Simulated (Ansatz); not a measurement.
Set up this calculation in Ansatz 0.2.0, as the native input.

| Quantity | Value |
| --- | --- |
| Task | single point |
| Functional | r2SCAN50 |
| Potentials or basis | Ansatz PAW |
| Cutoff | 500 eV (not typed: the program's choice for these potentials) |
| k mesh | 5 × 5 × 5 |
| Occupations | fermi-dirac, width 0.05 eV |
| Spin | no spin polarisation |

The system is As.

```
As
1.0
     1.88080    1.08588    3.51406
    -1.88080    1.08588    3.51406
     0.00000   -2.17176    3.51406
As
2
Cartesian
  0.0000 0.0000 2.3825
  0.0000 0.0000 8.1597
```

The input as run:

input

```
crystal:
  lattice:
    - [1.8807968987, 1.0858785957, 3.5140619945]
    - [-1.8807968987, 1.0858785957, 3.5140619945]
    - [0.0, -2.1717571915, 3.5140619945]
  atoms:
    - { symbol: As, position: [0.226, 0.226, 0.226] }
    - { symbol: As, position: [0.774, 0.774, 0.774] }
hamiltonian:
  xc: r2scan50
  pseudopotentials: { kind: paw }
kpoints:
  mp_grid: { grid: [5, 5, 5] }
scf:
  occupations: { method: fermi_dirac, width: 0.05 }
output:
  forces: true
  stress: true
  eigenvalues: true
```

It gave:

| Quantity | Value |
| --- | --- |
| Pressure | -1.7 GPa |
| Largest force | 0.409 eV/Å |
| Band gap on the k mesh | 1.55 eV, indirect (least direct gap 1.94 eV) |

Caveat: odd divisions of the mesh miss points on the zone boundary, where band edges often lie, so the gap on the mesh can be too wide; the PAW data sets come from PBE, with cores solved anew for the run's functional, which leaves a small shift of forces and pressure; the thresholds are loose for stress.

Run time: 13 s on 1 × NVIDIA H100 80GB HBM3 with 2 threads of AMD EPYC 7R13 Processor (Zen 3), on a shared host, peak memory 1.9 GiB.
